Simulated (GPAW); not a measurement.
# V2N3 (P-3m1) in GPAW: band structure with LDA

Aim: the band structure of V2N3 with LDA.

Everything below comes from runs of GPAW 26.7.0. Logs are shortened: lines on timing, memory, paths and dates and some standing lists are left out, and cuts for length are marked. The log counts tension as positive stress, the text compression.

## Step 1: Starting point

The structure is trigonal, space group P-3m1 (No. 164). The conventional cell has a = 2.818 Å, b = 2.818 Å, c = 6.257 Å, α = 90.00°, β = 90.00°, γ = 120.00°. V (site symmetry 3m) has 6 N at 2.03 to 2.05 Å as nearest neighbours. N (site symmetry 3m) is surrounded by 1 N at 1.34 Å. N (site symmetry -3m) is surrounded by 6 V at 2.05 Å.

The cell comes from a database or a generator and needn't be the stable form of this composition.

## Step 2: Band structure, LDA, collinear spin, ferromagnetic start

run.py reads:

```python
from ase import Atoms
from ase.dft.bandgap import bandgap
from ase.io import write
from ase.units import GPa
from gpaw import GPAW, PW

atoms = Atoms(['V', 'V', 'N', 'N', 'N'],
              cell=[[2.8180178473, 0.0, 0.0],
                    [-1.4090089237, 2.4404750441, 0.0],
                    [0.0, 0.0, 6.257065]],
              scaled_positions=[[0.3333333333, 0.6666666667, 0.698371],
                                [0.6666666667, 0.3333333333, 0.301629],
                                [0.0, 0.0, 0.893059],
                                [0.0, 0.0, 0.106941],
                                [0.0, 0.0, 0.5]],
              pbc=True)
atoms.set_initial_magnetic_moments([2.0, 2.0, 0.0, 0.0, 0.0])

calc = GPAW(mode=PW(800),
            xc='LDA',
            kpts={'size': (7, 7, 3), 'gamma': True},
            occupations={'name': 'fermi-dirac', 'width': 0.05},
            nbands=38,
            convergence={'density': 1e-05, 'energy': 1e-05},
            maxiter=150,
            txt='gpaw.txt')
atoms.calc = calc
energy = atoms.get_potential_energy()
forces = atoms.get_forces()
stress = atoms.get_stress()
calc.write('gs.gpw')
write('result.traj', atoms)
print(f'Energy: {energy:.6f} eV')
print('Forces (eV/A):')
print(forces.round(4))
print('Stress (GPa):', (stress / GPa).round(3))
print('Moments:', calc.get_magnetic_moments().round(3))
print('Fermi level:', round(calc.get_fermi_level(), 4), 'eV')
print(f'Gap: {bandgap(calc)[0]:.4f} eV, direct: {bandgap(calc, direct=True)[0]:.4f} eV')

path = atoms.cell.bandpath('GMKGALHA,LM,KH', npoints=80, eps=1e-4)
bs_calc = calc.fixed_density(kpts=path, symmetry='off', nbands=53,
                             convergence={'bands': 'CBM+6.0', 'eigenstates': 1e-6}, txt='bands.txt')
bs = bs_calc.band_structure()
bs.write('bs.json')
print(f'Gap on the path: {bandgap(bs_calc)[0]:.4f} eV')
```

Potentials or basis: the program's PAW data sets (release 1.2.1) made for this functional, pw.

Run with:

```bash
$ OMP_NUM_THREADS=1 python run.py
```

gpaw.txt:

```text
__  _  _
 | _ |_)|_||  |
 |__||  | ||/\| - 26.7.0

Input parameters:
  mode=PW(ecut=800.0),
  convergence={'density': 1e-05, 'energy': 1e-05},
  kpts=MonkhorstPack(size=(7, 7, 3), gamma=True),
  maxiter=150,
  nbands=38,
  occupations=Occupations(name='fermi-dirac', width=0.05),
  xc=XC(name='LDA')

Diagonalizing LCAO Hamiltonian
Converting LCAO to pw mode

       N
        V

       N

           V
       N

Atoms  # Å, Bohr magnetons
|   | symbol |         x |        y |        z |    initial magnetic moments |
|---|--------|-----------|----------|----------|-----------------------------|
| 0 |      V | -0.000000 | 1.626983 | 4.369753 | ( 0.0000,  0.0000,  2.0000) |
| 1 |      V |  1.409009 | 0.813492 | 1.887312 | ( 0.0000,  0.0000,  2.0000) |
| 2 |      N |  0.000000 | 0.000000 | 5.587928 | ( 0.0000,  0.0000,  0.0000) |
| 3 |      N |  0.000000 | 0.000000 | 0.669137 | ( 0.0000,  0.0000,  0.0000) |
| 4 |      N |  0.000000 | 0.000000 | 3.128532 | ( 0.0000,  0.0000,  0.0000) |

Unit cell  # Å
| periodic |         x |        y |        z |  lengths |     angles |
|----------|-----------|----------|----------|----------|------------|
|      yes |  2.818018 | 0.000000 | 0.000000 | 2.818018 |  90.000000 |
|      yes | -1.409009 | 2.440475 | 0.000000 | 2.818018 |  90.000000 |
|      yes |  0.000000 | 0.000000 | 6.257065 | 6.257065 | 120.000000 |

Number of symmetries: 12
Symmetry operations  # r_c * U_cc + t_c -> r_c
|    | kind |            matrix            |
|----|------|------------------------------|
|  0 |  σ   |  1, 1, 0,  0,-1, 0,  0, 0, 1 |
|  1 |  S6  |  1, 1, 0, -1, 0, 0,  0, 0,-1 |
|  2 |  E   |  1, 0, 0,  0, 1, 0,  0, 0, 1 |
|  3 |  C2  |  1, 0, 0, -1,-1, 0,  0, 0,-1 |
|  4 |  C2  |  0, 1, 0,  1, 0, 0,  0, 0,-1 |
|  5 |  C3  |  0, 1, 0, -1,-1, 0,  0, 0, 1 |
|  6 |  S6  |  0,-1, 0,  1, 1, 0,  0, 0,-1 |
|  7 |  σ   |  0,-1, 0, -1, 0, 0,  0, 0, 1 |
|  8 |  σ   | -1, 0, 0,  1, 1, 0,  0, 0, 1 |
|  9 |  i   | -1, 0, 0,  0,-1, 0,  0, 0,-1 |
| 10 |  C3  | -1,-1, 0,  1, 0, 0,  0, 0, 1 |
| 11 |  C2  | -1,-1, 0,  0, 1, 0,  0, 0,-1 |

BZ-sampling:
  Number of BZ points: 147
  Number of IBZ points: 20

  Monkhorst-Pack size: [7, 7, 3]
  Monkhorst-Pack shift: [0, 0, 0]

K-points  # in reciprocal-cell coordinates
|     |                                coordinates |     weight |
|-----|--------------------------------------------|------------|
|   0 | (  0.00000000,   0.00000000,   0.00000000) | 0.00680272 |
|   1 | (  0.00000000,   0.00000000,   0.33333333) | 0.01360544 |
|   2 | (  0.14285714,   0.00000000,  -0.33333333) | 0.04081633 |
|   3 | (  0.14285714,   0.00000000,   0.00000000) | 0.04081633 |
|   4 | (  0.14285714,   0.00000000,   0.33333333) | 0.04081633 |
|   5 | (  0.28571429,  -0.14285714,   0.00000000) | 0.04081633 |
|   6 | (  0.28571429,  -0.14285714,   0.33333333) | 0.08163265 |
|   7 | (  0.28571429,   0.00000000,  -0.33333333) | 0.04081633 |
|   8 | (  0.28571429,   0.00000000,   0.00000000) | 0.04081633 |
|   9 | (  0.28571429,   0.00000000,   0.33333333) | 0.04081633 |
| ... |                                            |            |
|  19 | (  0.42857143,   0.42857143,   0.33333333) | 0.08163265 |

Plane wave coefficients: 2261
Cutoff: 800.0 eV

Spin-components: 2 (collinear spins)
Bands:           38
Projectors:      27
Spin-degeneracy: 1
Datatype:        complex128

Parallelization:
  kpt:    1
  domain: 1
  band:   1

Density:
  Valence electrons: 41.0
  Components: 2
  Grid points: [20 20 42]
  Charge: 0.0  # |e|

Potential:
  Grid points: [20 20 42]

species:
  V:
    name:    Vanadium
    Z:       23.0
    valence: 13
    core:    10
    charge:  0.0  # [|e|]
    compensation charges:
      type: gauss
      rc: 0.37  # [Å]
      lmax: 2
    cutoffs:
      filter: 2.14  # [Å]
      core: 0.96  # [Å]
    projectors
    | kind |    occ | energy [eV] | rcut [Å] |
    |------|--------|-------------|----------|
    |   3s |  2.000 |     -69.819 |    1.254 |
    |   4s |  2.000 |      -4.846 |    1.254 |
    |   3p |  6.000 |     -43.961 |    1.281 |
    |   4p |  0.000 |      -1.526 |    1.281 |
    |   3d |  3.000 |      -5.381 |    1.169 |
    |    d |        |      21.830 |    1.169 |

    Using partial waves for V as LCAO basis

  N:
    name:    Nitrogen
    Z:       7.0
    valence: 5
    core:    2
    charge:  0.0  # [|e|]
    compensation charges:
      type: gauss
      rc: 0.18  # [Å]
      lmax: 2
    cutoffs:
      filter: 1.11  # [Å]
      core: 0.96  # [Å]
    projectors
    | kind |    occ | energy [eV] | rcut [Å] |
    |------|--------|-------------|----------|
    |   2s |  2.000 |     -18.420 |    0.603 |
    |   2p |  3.000 |      -7.237 |    0.529 |
    |    s |        |       8.791 |    0.603 |
    |    p |        |      19.974 |    0.529 |
    |    d |        |       0.000 |    0.577 |

    Using partial waves for N as LCAO basis

Reference energy: -55947.827000  # eV

eigensolver:
  PPCG
  Converge bands: occupied
  niter=2

density mixing:
  MSR1-Mixer
  Pratt-step length: 0.05
  Maximum mixing coefficient: 0.75
  Old densities: 10
  SVD Regularization: 0.005
  Good broyden scale: 1.0
  Trust region scale: 1.0
  Backstep threshold: 4.0
  History deletion threshold: 6.0
  Fourier metric: weight=20.0, sigma=0.015

occupation numbers:
  Fermi-Dirac:
    width: 0.0500  # eV

poisson solver:
  ecut: 6400.0  # eV

xc functional:
  name: None

convergence criteria:
- Maximum integral of absolute [dens]ity change: 1e-05 electrons / valence electron
- Maximum [total energy] change in last 3 cyles: 1e-05 eV / valence electron
- Maximum integral of absolute [eigenst]ate change: 4e-08 eV^2 / valence electron
maximum number of iterations: 150

SCF iterations
|iter     | |      energy | eigst |  dens |  magmom |
|---------|-|-------------|-------|-------|---------|
|iter:   1| |  -54.654958 | +0.43 |       |  +4.0044|
|iter:   2| |  -53.278711 | -1.72 | -0.73 |  +3.8607|
|iter:   3| |  -51.445798 | -1.30 | -0.79 |  +2.7899|
|iter:   4| |  -51.538830 | -1.58 | -1.16 |  +2.2120|
|iter:   5| |  -51.590873 | -1.88 | -1.28 |  +1.7372|
|iter:   6| |  -51.547907 | -2.58 | -1.35 |  +0.9217|
|iter:   7| |  -51.593088 | -3.35 | -1.81 |  +0.2099|
|iter:   8| |  -51.597983 | -4.05 | -2.13 |  +0.1311|
|iter:   9| |  -51.599003 | -4.46 | -2.62 |  +0.0488|
|iter:  10| |  -51.599161 | -5.29 | -3.12 |  +0.0123|
|iter:  11| |  -51.599175c| -6.14 | -3.61 |  +0.0010|
|iter:  12| |  -51.599176c| -7.99c| -4.16 |  +0.0010|
|iter:  13| |  -51.599176c| -8.11c| -4.68 |  +0.0004|
|iter:  14| |  -51.599176c| -8.75c| -5.26c|  +0.0001|

Converged in 14 steps
Energy contributions relative to reference atoms: (reference = -55947.827000)

Energy contributions:
  Kinetic:          16.063335
  Coulomb:         -20.700660
  Zero:              0.349241
  External:          0.000000
  Xc:              -47.300161
  Entropy:          -0.021861
  Spinorbit:         0.000000
  ----------------------------
  Free energy:     -51.610106
  Extrapolated:    -51.599176

dipole moment: (-10.478301, -18.148949, 0.000002)  # |e|*Ang

Total magnetic moment: (0.000000, 0.000000, 0.000074)

Local magnetic moments
|        x |        y |        z |
|----------|----------|----------|
| 0.000000 | 0.000000 | 0.000028 |  # V    0
| 0.000000 | 0.000000 | 0.000028 |  # V    1
| 0.000000 | 0.000000 | 0.000007 |  # N    2
| 0.000000 | 0.000000 | 0.000007 |  # N    3
| 0.000000 | 0.000000 | 0.000005 |  # N    4

Fermi level: 10.415
Eigenvalues  # (at kpt = [0.000, 0.000, 0.000])
| band index |      eig [eV] | occ [0-1] |      eig [eV] | occ [0-1] |
|------------|---------------|-----------|---------------|-----------|
|          0 |       -53.661 |     1.000 |       -53.661 |     1.000 |
|        ... |               |           |               |           |
|         12 |         5.051 |     1.000 |         5.051 |     1.000 |
|         13 |         5.906 |     1.000 |         5.906 |     1.000 |
|         14 |         5.906 |     1.000 |         5.906 |     1.000 |
|         15 |         6.912 |     1.000 |         6.912 |     1.000 |
|         16 |         6.912 |     1.000 |         6.912 |     1.000 |
|         17 |         8.477 |     1.000 |         8.477 |     1.000 |
[... 8 lines left out ...]
|         26 |        13.959 |     0.000 |        13.959 |     0.000 |
|         27 |        14.558 |     0.000 |        14.558 |     0.000 |
|        ... |               |           |               |           |
|         37 |        31.017 |     0.000 |        31.017 |     0.000 |

No gap
No difference between direct/indirect transitions

Forces  # eV/Ang
|        x |        y |        z |
|----------|----------|----------|
| -0.00000 | -0.00000 | -0.02084 |  # V    0
|  0.00000 |  0.00000 |  0.02084 |  # V    1
| -0.00000 | -0.00000 |  0.09932 |  # N    2
|  0.00000 |  0.00000 | -0.09932 |  # N    3
|  0.00000 |  0.00000 |  0.00000 |  # N    4

Stress tensor  # eV/Ang^3
|        x |         y |         z |
|----------|-----------|-----------|
| 0.107481 |  0.000000 |  0.000000 |
| 0.000000 |  0.107481 | -0.000000 |
| 0.000000 | -0.000000 |  0.133478 |

# Writing to gs.gpw (mode='')
```

Wall time 4.3 min (1 thread of Arm Neoverse V1, shared host); peak memory 0.63 GiB.

Results:

| Item | Value |
| --- | --- |
| Free energy | -51.6101 eV |
| Pressure | -18.6 GPa |
| Largest force | 0.099 eV/Å |
| Band gap along the path | none (metal or under the smearing width) |
| Net moment | 0.00 μB per cell |

Forces on the atoms (eV/Å):
```
V    0.000  0.000 -0.021
V    0.000  0.000  0.021
N    0.000  0.000  0.099
N    0.000  0.000 -0.099
N    0.000  0.000  0.000
```

Levels at the corners of the path, in eV from the Fermi level:
Spin up:
```csv
point,band 17,band 18,band 19,band 20,band 21,band 22,band 23,band 24
Γ,-3.50,-1.94,-1.94,-0.56,0.38,0.38,1.08,2.00
M,-3.74,-3.22,-1.29,-1.17,0.27,1.76,1.97,2.36
K,-5.06,-1.94,-1.94,0.21,0.21,1.51,1.51,2.45
Γ,-3.50,-1.94,-1.94,-0.56,0.38,0.38,1.08,2.00
A,-3.33,-1.35,-1.12,-1.12,0.20,0.20,1.07,1.27
L,-4.52,-2.15,-1.75,-0.59,0.33,1.68,2.21,2.37
H,-4.33,-2.24,-2.24,0.05,0.05,1.51,1.51,1.89
A,-3.33,-1.35,-1.12,-1.12,0.20,0.20,1.07,1.27
L,-4.52,-2.15,-1.75,-0.59,0.33,1.68,2.21,2.37
M,-3.74,-3.22,-1.29,-1.17,0.27,1.76,1.97,2.36
K,-5.06,-1.94,-1.94,0.21,0.21,1.51,1.51,2.45
H,-4.33,-2.24,-2.24,0.05,0.05,1.51,1.51,1.89
```
Spin down:
```
point  band 17  band 18  band 19  band 20  band 21  band 22  band 23  band 24
    Γ    -3.50    -1.94    -1.94    -0.56     0.38     0.38     1.08     2.00
    M    -3.74    -3.22    -1.29    -1.17     0.27     1.76     1.97     2.36
    K    -5.06    -1.94    -1.94     0.21     0.21     1.51     1.51     2.45
    Γ    -3.50    -1.94    -1.94    -0.56     0.38     0.38     1.08     2.00
    A    -3.33    -1.35    -1.12    -1.12     0.20     0.20     1.07     1.27
    L    -4.52    -2.15    -1.75    -0.59     0.33     1.68     2.21     2.37
    H    -4.33    -2.24    -2.24     0.05     0.05     1.51     1.51     1.89
    A    -3.33    -1.35    -1.12    -1.12     0.20     0.20     1.07     1.27
    L    -4.52    -2.15    -1.75    -0.59     0.33     1.68     2.21     2.37
    M    -3.74    -3.22    -1.29    -1.17     0.27     1.76     1.97     2.36
    K    -5.06    -1.94    -1.94     0.21     0.21     1.51     1.51     2.45
    H    -4.33    -2.24    -2.24     0.05     0.05     1.51     1.51     1.89
```

Caveat: the k mesh is coarse (spacing up to 0.37 Å⁻¹), so the values aren't converged.
